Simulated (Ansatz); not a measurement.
Input of an Ansatz 0.2.0 run:

Contents of input.yaml:

```yaml
crystal:
  lattice:
    - [0.0, 2.0970013927, 2.0970013927]
    - [2.0970013927, 0.0, 2.0970013927]
    - [2.0970013927, 2.0970013927, 0.0]
  atoms:
    - { symbol: Mg, position: [0.0, 0.0, 0.0] }
    - { symbol: O, position: [0.5, 0.5, 0.5] }
kpoints:
  mp_grid: { grid: [11, 11, 11] }
scf:
  occupations: { method: gaussian, width: 0.05 }
hamiltonian:
  xc: rpbe
  pseudopotentials: { kind: all_electron, lapw: { basis_error: 0.001 } }
output:
  forces: true
  stress: true
  eigenvalues: true
```

Potentials or basis: all-electron LAPW, scalar-relativistic.

Run with:

```sh
$ ansatz run input.yaml --threads 1 --pin off --max-ram 3072MiB --backend cpu --events-out ev --progress --plain --runs-dir out
```

Q: Predict the band gap on the k mesh.

A: 4.97 eV, direct.

Q: What does it give for the pressure?

A: 11.9 GPa.

**The experiment to reproduce.**

From “Electronic structure of alkaline earth and post-transition metal oxides”, 2009, arxiv:0908.1581, for a bulk crystal of MgO: band gap 7.83 eV.

A measured gap of MgO is 7.83 eV (quoted in “Electronic structure of alkaline earth and post-transition metal oxides”, 2009, arxiv:0908.1581); the calculated 4.97 eV misses it by -2.86 eV. The value is that of RPBE, without temperature or zero-point motion. Semilocal functionals fall short of measured gaps as a rule. The cell is a database's relaxed one, not the measured one, which moves gaps too.
